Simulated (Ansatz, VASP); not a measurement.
# CdSe in VASP and in Ansatz

Contents of INCAR:

```
SYSTEM = CdSe
ALGO     = Normal         ! electronic algorithm
EDIFF    = 1E-6           ! SCF threshold, eV
ENCUT    = 520            ! plane-wave cutoff, eV
GGA      = PS             ! functional
ISIF     = 2              ! what is computed and relaxed
ISMEAR   = 0              ! smearing method
LASPH    = .True.         ! aspherical terms in the spheres
LCHARG   = .True.         ! write CHGCAR
LELF     = .True.         ! ELF
LREAL    = .False.        ! projectors in reciprocal space
LVHAR    = .True.       
LWAVE    = .False.        ! write WAVECAR
NBANDS   = 16             ! bands
NELM     = 80             ! most SCF steps
PREC     = Accurate       ! precision mode
SIGMA    = 0.05           ! smearing width, eV
```

File KPOINTS:

```
k-points
0
Gamma
  10 10 10
  0 0 0
```

Contents of POSCAR:

```
CdSe
1.0
    0.0000000000      2.8314202301      2.8314202301
    2.8314202301      0.0000000000      2.8314202301
    2.9088123830      2.9088123830     -0.0773921530
Cd Se
1 1
Direct
    0.0000000000      0.0000000000      0.0000000000
    0.7500000000      0.7500000000      0.7500000000
```

Input for Ansatz:

```yaml
crystal:
  lattice:
    - [0.0, 2.8314202301, 2.8314202301]
    - [2.8314202301, 0.0, 2.8314202301]
    - [2.908812383, 2.908812383, -0.077392153]
  atoms:
    - { symbol: Cd, position: [0.0, 0.0, 0.0] }
    - { symbol: Se, position: [0.75, 0.75, 0.75] }
basis:
  ecutwfc: 420
kpoints:
  mp_grid: { grid: [10, 10, 10] }
hamiltonian:
  xc: pbesol
scf:
  occupations: { method: gaussian, width: 0.05 }
output:
  forces: true
  stress: true
  eigenvalues: true
```

Alike in both runs: task single point; functional PBEsol; k mesh 10 × 10 × 10; occupations gaussian, width 0.05 eV; no spin polarisation.

|  | VASP | Ansatz |
| --- | --- | --- |
| version | VASP 6.6.1 | Ansatz 0.2.0 |
| potentials or method | VASP PAW PBE potentials, release 64 (Cd, Se) | scalar-relativistic, plane waves, PAW |
| plane-wave cutoff (eV) | 520 | 420 |
| valence electrons in the cell | 18 | 36 |

|  | VASP | Ansatz | Ansatz less VASP |
| --- | --- | --- | --- |
| gap on the k mesh at the Fermi level (eV) | 0.74 | 0.73 | -0.011 |
| least direct gap on the mesh (eV) | 0.74 | 0.73 | -0.011 |
| pressure (GPa) | 14.6 | 13.8 | -0.75 |
| largest component of the traceless stress (GPa) | 2.24 | 2.18 | -0.055 |
| rms of the force components (eV/Å) | 0.356 | 0.344 | -0.0120 |

Atom by atom the forces differ by 0.012 eV/Å (rms over components). The two sets of potentials don't hold the same shells in valence.

Caveats: the PAW data sets were made with another functional, which shifts forces and pressure a little (VASP).
